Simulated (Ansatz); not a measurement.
Calculation for SnO$_{2}$ (rutile type): DFT, PBE, all-electron LAPW, scalar-relativistic (Ansatz 0.2.0). This run: single point at the cell that PAW relaxed from the rutile type at 150 GPa.

The cell comes from a relaxation on PAW files under the same functional, begun from a prototype that needn't be the stable phase.

Command: `ansatz run input.yaml --threads 2 --pin off --max-ram 5120MiB --backend cpu --events-out ev --progress --plain --runs-dir out` It took 2.2 min on 2 threads of Arm Neoverse V2 (shared host), peak memory 1.7 GiB.

```yaml
crystal:
  lattice:
    - [4.1339319611, 0.0, 0.0]
    - [0.0, 4.1339319611, 0.0]
    - [0.0, 0.0, 3.0552070174]
  atoms:
    - { symbol: Sn, position: [0.0, 0.0, 0.0] }
    - { symbol: Sn, position: [0.5, 0.5, 0.5] }
    - { symbol: O, position: [0.3089167857, 0.3089167857, 0.0] }
    - { symbol: O, position: [0.6910832143, 0.6910832143, 0.0] }
    - { symbol: O, position: [0.8089167857, 0.1910832143, 0.5] }
    - { symbol: O, position: [0.1910832143, 0.8089167857, 0.5] }
kpoints:
  mp_grid: { grid: [8, 8, 12] }
scf:
  occupations: { method: fermi_dirac, width: 0.08 }
hamiltonian:
  xc: pbe
  pseudopotentials: { kind: all_electron, lapw: { basis_error: 0.0005 } }
output:
  forces: true
  stress: true
  eigenvalues: true
  populations: true
```

Output:

```
Sn: projections on atomic orbitals take those of the free atom 1s2 2s2 2p6 3s2 3p6 3d10 4s2 4p6 4d10 5s2 5p2, of charge +0.00 (hamiltonian.pseudopotentials.projection_atoms)
O: projections on atomic orbitals take those of the free atom 1s2 2s2 2p4, of charge +0.00 (hamiltonian.pseudopotentials.projection_atoms)
LAPW: plane waves up to 12.320 Å⁻¹, error target 5.0e-4 eV per atom; small_component_spin mean_spin; O in spheres of 0.792 Å, 8 of its electrons in bands, Dirac shells []; Sn in spheres of 1.014 Å, 38 of its electrons in bands, Dirac shells [] (how accurate: hamiltonian.pseudopotentials.lapw.basis_error, Limitations)
Engine: ansatz 0.2.0
Pseudopotentials: kind: all_electron
Pseudopotential: Sn, LAPW, valence charge 38, lapw/all_electron/scalar/gaussian/Sn, Koelling and Harmon's equation, gaussian nucleus
Pseudopotential: O, LAPW, valence charge 8, lapw/all_electron/scalar/gaussian/O, Koelling and Harmon's equation, gaussian nucleus
Functional definition: PBE
  parameter kappa = 0.804
  parameter beta = 0.06672455060314922
  exchange = pbe_x(kappa = kappa, mu = beta*pi^2/3)
  correlation = pbe_c(beta = beta)
Crystal: 6 atoms, lattice volume = 52.212 Å³
Basis set: ecut = 578.3053640780065 eV, 1615 PW (Γ), exchange–correlation at level 2
Bands: 65, of which v1, the nominal top of the filled ones, is band 54 counted from 1 (53 counted from 0)
Symmetry: 16 space group operations
Space group: P42/mnm (ITA 136), of the structure as read, at distance tolerance 3.7e-5 Å
k-points: 105 of 768
Non-local potential: Sn, projectors of the file, none
Non-local potential: O, projectors of the file, none
Initial density: superposition of atomic densities (chi_scale 0.1, normalization cell, long waves kept (reshape's long-wave potential 0.00 eV rms))
Initial wavefunctions: plane waves of lowest kinetic energy (no species holds an atomic orbital)
Functional: x = pbe(κ = 0.804, μ = 0.2195149727645171), c = pbe(β = 0.06672455060314922)
iter 1 solved again at ethr=1.39e-2 eV; its pass at ethr=1.00e-1 eV (dr2=1.50e1 eV) is discarded
SCF iter   1: F=—  HF=-344372.375689 eV  |F-HF|=—  |Δ(HF+E_count)|=         —  Δρ=1.81e-1  dr2=1.50e1  ethr=1.39e-2  ⟨swp⟩=2.0  Hψ=42856  notcnv=0
preconditioner: auto → Resta (q_TF=auto, 3.080 Å⁻¹)  ε∞=3.2  [insulator: Δε(μ)=6.709 eV  Ē_g=25.091 eV  σ=0.080 eV  W_gap=1.00  n_scr=30 (ndim 8)  ℏωp=37.1 eV  f_vac=0.001  D(μ)=0.00/eV (n_scr^D=0)  ε∞_Penn≈3.2]
iter 2 solved again at ethr=7.68e-4 eV; its pass at ethr=1.39e-2 eV (dr2=8.29e-1 eV) is discarded
SCF iter   2: F=—  HF=-344364.548246 eV  |F-HF|=—  |Δ(HF+E_count)|=    7.83e0  Δρ=4.24e-2  dr2=8.28e-1  ethr=7.68e-4  ⟨swp⟩=2.0  Hψ=33904  notcnv=0  defer=1
SCF iter   3: F=—  HF=-344364.489789 eV  |F-HF|=—  |Δ(HF+E_count)|=         —  Δρ=3.01e-2  dr2=4.52e-1  ethr=7.67e-4  ⟨swp⟩=2.0  Hψ=20090  notcnv=0
the basis was enlarged: its passes take 741.3 KiB over the memory plan, 2 of 2 planned eigensolver slots
SCF iter   4: F=—  HF=-344364.477770 eV  |F-HF|=—  |Δ(HF+E_count)|=   1.20e-2  Δρ=3.36e-3  dr2=2.43e-3  ethr=4.18e-4  ⟨swp⟩=2.0  Hψ=20567  notcnv=0  defer=1
SCF iter   5: F=—  HF=-344364.469845 eV  |F-HF|=—  |Δ(HF+E_count)|=   7.92e-3  Δρ=1.68e-3  dr2=5.51e-4  ethr=2.25e-6  ⟨swp⟩=3.0  Hψ=19859  notcnv=0
SCF iter   6: F=—  HF=-344364.470477 eV  |F-HF|=—  |Δ(HF+E_count)|=   6.32e-4  Δρ=2.57e-4  dr2=2.39e-5  ethr=5.10e-7  ⟨swp⟩=3.0  Hψ=20742  notcnv=0
SCF iter   7: F=—  HF=-344364.470516 eV  |F-HF|=—  |Δ(HF+E_count)|=   3.87e-5  Δρ=6.91e-5  dr2=2.07e-6  ethr=2.21e-8  ⟨swp⟩=3.0  Hψ=21059  notcnv=0
SCF iter   8: F=-344364.470517 eV  HF=-344364.470517 eV  |F-HF|=1.39e-8  |Δ(HF+E_count)|=   1.56e-6  Δρ=7.60e-6  dr2=3.75e-8  ethr=1.92e-9  ⟨swp⟩=3.0  Hψ=21396  notcnv=0
SCF 1 converged in 8 iterations: F = -344364.470517 eV  dr2 = 3.75e-8
SCF converged after 8 iterations
Free energy (F): -344364.470517 eV
Harris-Foulkes:  -344364.470517 eV  (|F-HF|=1.39e-8)
Internal energy: -344364.470517 eV  (E = F + TS)
E sigma→0 (E₀):  -344364.470517 eV
Fermi energy:    21.047291 eV
--- Per-component energies (eV) ---
  E_band       = -21765.130022
  E_kinetic    = 361878.296315
  E_xc         = -9958.771778
  E_electrostatic = -696283.995053  (all electrons and nuclei)
  E_smearing   = -0.000000  (= −TS)
  E_closure    = 0.000000  (closes the sum)
  E_atoms      = -344334.834705  (free atoms, spherical and without spin; not in F)
  Σ components = -344364.470517   (vs F -344364.470517, Δ=0.00e0)
  Basis errors (estimates in eV, not in F): energy 2.5e-4 per atom: plane waves 2.2e-4 (1.4e-4 summed), levels above the bands 1.4e-73, relativity 2.8e-8, radial functions 2.3e-5, core shells 6.4e-7; eigenvalues (radial functions only) 1.6e-6; not estimated: angular momenta, meshes, grids; target (lapw.basis_error) 5.0e-4; muffin-tin radii O 0.792 Å, Sn 1.014 Å
--- Forces (eV/Å), atoms counted from 1 ---
  atom   1  Sn     0.00000000    -0.00000000     0.00000000
  atom   2  Sn     0.00000000     0.00000000     0.00000000
  atom   3  O      0.00272904     0.00272904     0.00000000
  atom   4  O     -0.00272904    -0.00272904     0.00000000
  atom   5  O      0.00272904    -0.00272904     0.00000000
  atom   6  O     -0.00272904     0.00272904     0.00000000
  max |Σ_I F_I| component: 0.00e0 eV/Å
--- Stress (GPa, compression-positive) ---
      149.518019       0.000000       0.000000
        0.000000     149.518019       0.000000
        0.000000       0.000000     149.450910
  P = ⅓ Tr σ = 149.4956 GPa (1494.956 kbar)
--- Band table (eV; the first three rows and the last of 105) ---
  k-point 0: bands = ["-672.2891", "-672.2891", "-672.2017", "-672.2017", "-672.1559", "-672.1559", "-485.1981", "-485.1981", "-485.1981", "-485.1981", "-447.0778", "-447.0778", "-447.0481", "-447.0481", "-447.0325", "-447.0325", "-446.9764", "-446.9764", "-446.9544", "-446.9544", "-108.4383", "-108.4379", "-64.4029", "-64.4029", "-64.3060", "-64.3037", "-64.2783", "-64.2783", "-4.1215", "-3.6565", "-1.8742", "-1.4509", "-1.4236", "-1.4236", "-1.1461", "-0.7729", "-0.7428", "-0.7428", "-0.6541", "0.1936", "0.1936", "4.4302", "9.6811", "12.3934", "13.5593", "13.5593", "13.8770", "15.6575", "16.9291", "17.1572", "17.1572", "17.2490", "17.2490", "18.0605", "23.3831", "25.5628", "25.5628", "25.9432", "30.8235", "31.1855", "33.6290", "34.1309", "35.1301", "35.2532", "35.2532"]
  k-point 1: bands = ["-672.2891", "-672.2891", "-672.2017", "-672.2017", "-672.1559", "-672.1559", "-485.1981", "-485.1981", "-485.1981", "-485.1981", "-447.0778", "-447.0778", "-447.0481", "-447.0481", "-447.0325", "-447.0325", "-446.9764", "-446.9764", "-446.9544", "-446.9544", "-108.4383", "-108.4379", "-64.4028", "-64.4028", "-64.3067", "-64.3044", "-64.2783", "-64.2783", "-4.0731", "-3.5782", "-1.8537", "-1.6447", "-1.6447", "-1.4208", "-1.1363", "-0.7948", "-0.7948", "-0.7759", "-0.6514", "0.5183", "0.5183", "4.3107", "9.5071", "12.5472", "13.6484", "13.6484", "13.9237", "15.1790", "16.6822", "16.6822", "16.9574", "17.4092", "17.4092", "17.9524", "23.7173", "25.9109", "25.9109", "26.1840", "30.2039", "31.9424", "33.5966", "34.0215", "34.8025", "35.1001", "35.1001"]
  k-point 2: bands = ["-672.2891", "-672.2891", "-672.2017", "-672.2017", "-672.1559", "-672.1559", "-485.1981", "-485.1981", "-485.1981", "-485.1981", "-447.0778", "-447.0778", "-447.0481", "-447.0481", "-447.0325", "-447.0325", "-446.9764", "-446.9764", "-446.9544", "-446.9544", "-108.4382", "-108.4378", "-64.4027", "-64.4027", "-64.3085", "-64.3065", "-64.2782", "-64.2782", "-3.9361", "-3.3675", "-2.0794", "-2.0794", "-1.7763", "-1.3346", "-1.1084", "-0.8591", "-0.8591", "-0.7852", "-0.6433", "1.1663", "1.1663", "3.9389", "9.1611", "12.8955", "13.8984", "13.8984", "14.0639", "14.1461", "15.8826", "15.8826", "16.7977", "17.4100", "17.4100", "17.6465", "24.5877", "26.7993", "26.7993", "26.8323", "29.6507", "32.8976", "33.5086", "33.7695", "33.9794", "34.6538", "34.6538"]
  k-point 104: bands = ["-672.2891", "-672.2891", "-672.2017", "-672.2017", "-672.1559", "-672.1559", "-485.1981", "-485.1981", "-485.1981", "-485.1981", "-447.0778", "-447.0778", "-447.0481", "-447.0481", "-447.0325", "-447.0325", "-446.9764", "-446.9764", "-446.9544", "-446.9544", "-108.4376", "-108.4376", "-64.4019", "-64.4019", "-64.3153", "-64.3153", "-64.2778", "-64.2778", "-3.1851", "-3.1851", "-3.0551", "-3.0551", "-1.0509", "-1.0509", "-0.8580", "-0.8580", "-0.7735", "-0.7735", "1.0910", "1.0910", "2.9157", "2.9157", "8.4373", "8.4373", "11.5935", "11.5935", "15.9696", "15.9696", "16.4387", "16.4387", "16.9485", "16.9485", "17.1443", "17.1443", "27.2942", "27.2942", "28.3652", "28.3652", "31.4802", "31.4802", "32.6750", "32.6750", "34.1959", "34.1959", "36.1209"]
--- Löwdin populations: 6 sites ---
  site symbol       q [e]
     0     Sn     48.1599
     1     Sn     48.1599
     2      O      8.8514
     3      O      8.8514
     4      O      8.8514
     5      O      8.8514
  spilling = 0.002082 (of n_electrons = 132.000000)
```

populations.tsv:

```
# site	symbol	l	j	q
# orbitals = lowdin
# n_electrons = 132.000000
# spilling = 0.002082
# projection_atom_Sn: 1s2 2s2 2p6 3s2 3p6 3d10 4s2 4p6 4d10 5s2 5p2
# projection_atom_O: 1s2 2s2 2p4
0	Sn	0_1S	-	1.999997
0	Sn	0_2S	-	1.999889
0	Sn	0_3S	-	1.998299
0	Sn	0_4S	-	1.975966
0	Sn	0_5S	-	0.702101
0	Sn	1_2P	-	5.999999
0	Sn	1_3P	-	5.999855
0	Sn	1_4P	-	5.983177
0	Sn	1_5P	-	1.515020
0	Sn	2_3D	-	9.999998
0	Sn	2_4D	-	9.985571
1	Sn	0_1S	-	1.999997
1	Sn	0_2S	-	1.999889
1	Sn	0_3S	-	1.998299
1	Sn	0_4S	-	1.975966
1	Sn	0_5S	-	0.702101
1	Sn	1_2P	-	5.999999
1	Sn	1_3P	-	5.999855
1	Sn	1_4P	-	5.983177
1	Sn	1_5P	-	1.515020
1	Sn	2_3D	-	9.999998
1	Sn	2_4D	-	9.985571
2	O	0_1S	-	1.996605
2	O	0_2S	-	1.642414
2	O	1_2P	-	5.212350
3	O	0_1S	-	1.996605
3	O	0_2S	-	1.642414
3	O	1_2P	-	5.212350
4	O	0_1S	-	1.996605
4	O	0_2S	-	1.642414
4	O	1_2P	-	5.212350
5	O	0_1S	-	1.996605
5	O	0_2S	-	1.642414
5	O	1_2P	-	5.212350
```

Next run (fluorite relaxed under pressure), as changes to the input before:

```diff
   lattice:
-    - [4.1339319611, 0.0, 0.0]
-    - [0.0, 4.1339319611, 0.0]
-    - [0.0, 0.0, 3.0552070174]
+    - [0.0, 2.2882782469, 2.2882782469]
+    - [2.2882782469, 0.0, 2.2882782469]
+    - [2.2882782469, 2.2882782469, 0.0]
   atoms:
-    - { symbol: Sn, position: [0.5, 0.5, 0.5] }
-    - { symbol: O, position: [0.3089167857, 0.3089167857, 0.0] }
-    - { symbol: O, position: [0.6910832143, 0.6910832143, 0.0] }
-    - { symbol: O, position: [0.8089167857, 0.1910832143, 0.5] }
-    - { symbol: O, position: [0.1910832143, 0.8089167857, 0.5] }
+    - { symbol: O, position: [0.25, 0.25, 0.25] }
+    - { symbol: O, position: [0.75, 0.75, 0.75] }
 kpoints:
-  mp_grid: { grid: [8, 8, 12] }
+  mp_grid: { grid: [12, 12, 12] }
 scf:
   eigenvalues: true
-  populations: true
+relax:
+  f_tol: 0.005
+  max_steps: 12
+  cell: { p_target: 150.0, stress_tol: 0.075 }
```

Results part of the output:

```
basis re-selected at this cell: Δ(F+E_penalty+E_count) = -3.955e-8 eV, ΔP = +0.003 GPa vs the last step (what re-selecting the basis moved, after the strain that the cell walked since its last selection, with what the two solves' SCF thresholds leave and, on support functions, any second-order correction that the steps lacked; it is no measure of the basis error at this ecutwfc). This SCF's stress stands 3.15e-3 GPa from its target on what of the cell is left free (relax.cell.stress_tol is 7.50e-2 GPa) and its largest allowed force component is 8.48e-17 eV/Å (relax.f_tol is 5.00e-3 eV/Å): within both
SCF converged after 2 iterations
Free energy (F): -172181.958870 eV
Harris-Foulkes:  -172181.958870 eV  (|F-HF|=1.83e-9)
Internal energy: -172181.958870 eV  (E = F + TS)
E sigma→0 (E₀):  -172181.958870 eV
Fermi energy:    23.759265 eV
--- Per-component energies (eV) ---
  E_band       = -10760.271886
  E_kinetic    = 180932.614494
  E_xc         = -4979.508621
  E_electrostatic = -348135.064743  (all electrons and nuclei)
  E_smearing   = -0.000000  (= −TS)
  E_closure    = 0.000000  (closes the sum)
  E_atoms      = -172167.417352  (free atoms, spherical and without spin; not in F)
  Σ components = -172181.958870   (vs F -172181.958870, Δ=0.00e0)
  Basis errors (estimates in eV, not in F): energy 2.0e-4 per atom: plane waves 1.8e-4 (1.0e-4 summed), levels above the bands 2.0e-83, relativity 4.4e-8, radial functions 1.9e-5, core shells 1.0e-7; eigenvalues (radial functions only) 1.5e-6; not estimated: angular momenta, meshes, grids; target (lapw.basis_error) 5.0e-4; muffin-tin radii O 0.846 Å, Sn 1.076 Å
[... lines left out ...]
        0.000000       0.000000     149.996850
  P = ⅓ Tr σ = 149.9968 GPa (1499.968 kbar)
--- Band table (eV; the first three rows and the last of 72) ---
  k-point 0: bands = ["-670.2853", "-670.2853", "-670.2853", "-482.3491", "-482.3491", "-445.1002", "-445.1002", "-445.0860", "-445.0860", "-445.0860", "-106.3696", "-62.2305", "-62.2305", "-62.2305", "-1.5149", "0.6911", "0.6911", "0.6911", "1.2925", "1.2925", "5.2086", "17.8823", "17.8823", "17.8823", "19.5203", "19.5203", "19.5203", "25.5369", "29.7577", "29.7577", "29.7577", "37.6866", "38.6950"]
  k-point 1: bands = ["-670.2853", "-670.2853", "-670.2853", "-482.3491", "-482.3491", "-445.1002", "-445.1002", "-445.0860", "-445.0860", "-445.0860", "-106.3696", "-62.2310", "-62.2306", "-62.2306", "-1.4104", "0.5897", "0.7101", "0.7101", "1.2901", "1.2901", "5.3150", "17.4782", "17.7963", "17.7963", "19.3121", "19.4642", "19.4642", "25.9949", "29.6771", "30.0188", "30.0188", "38.3897", "38.7718"]
  k-point 2: bands = ["-670.2853", "-670.2853", "-670.2853", "-482.3491", "-482.3491", "-445.1002", "-445.1002", "-445.0860", "-445.0860", "-445.0860", "-106.3695", "-62.2325", "-62.2308", "-62.2308", "-1.1373", "0.3871", "0.7585", "0.7585", "1.2878", "1.2878", "5.5232", "16.5751", "17.5660", "17.5660", "18.7644", "19.3160", "19.3160", "27.0750", "29.6015", "30.7643", "30.7643", "38.9903", "38.9903"]
  k-point 71: bands = ["-670.2853", "-670.2853", "-670.2853", "-482.3491", "-482.3491", "-445.1002", "-445.1002", "-445.0860", "-445.0860", "-445.0860", "-106.3690", "-62.2360", "-62.2360", "-62.2337", "-0.4180", "-0.4180", "1.0848", "1.2609", "1.3211", "4.2937", "4.2937", "11.1798", "13.1236", "17.4164", "17.4164", "20.8913", "21.7329", "29.0594", "30.8516", "34.8773", "34.8773", "38.0173", "41.2196"]
--- Relaxed structure (3 steps of the walk, 3 accepted, 1 SCFs on fresh bases) ---
  F+E_penalty+E_count = -172181.95886984 eV   max|allowed force component| = 8.481e-17 eV/Å   (the final SCF, on the basis selected at the relaxed cell)
  cell:  # Å, volume = 23.9503 Å³
    - [2.587493610454792e-34, 2.287848213238968, 2.287848213238968]
    - [2.287848213238968, 7.897826650988163e-34, 2.287848213238968]
    - [2.287848213238968, 2.287848213238968, 1.695803504698063e-34]
  atoms:
    - { symbol: Sn, position: [6.02550249817337e-35, -3.816239101868695e-36, -1.2148151854728142e-34] }
    - { symbol: O, position: [0.24999999999999997, 0.24999999999999997, 0.24999999999999997] }
    - { symbol: O, position: [0.75, 0.75, 0.75] }
```

Spin–orbit coupling is left out, which matters for the heavy atoms.
